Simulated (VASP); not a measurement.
```
CELL_PARAMETERS angstrom
      0.00000     3.07000     3.07000
      3.07000     0.00000     3.07000
      3.07000     3.07000     0.00000
ATOMIC_POSITIONS crystal
  Al 0.00000 0.00000 0.00000
  Sb 0.25000 0.25000 0.25000
```

Level of theory: PBE GGA, VASP's PBE PAW potentials (set 64) (plane waves; VASP). Settings: PREC = Normal, 350 eV cut-off, 6×6×6 Γ-centred mesh, Gaussian smearing of 0.010 eV, potentials Al_GW Sb_d_GW.

**Question.** Give the stress tensor in GPa (positive for a compressed cell).

**Answer.** 
```
1.76  0.00  0.00
0.00  1.76  0.00
0.00  0.00  1.76
```
The pressure is its mean diagonal, 1.76 GPa.

The compound is AlSb in the zinc blende structure. The cell was not relaxed at this level.
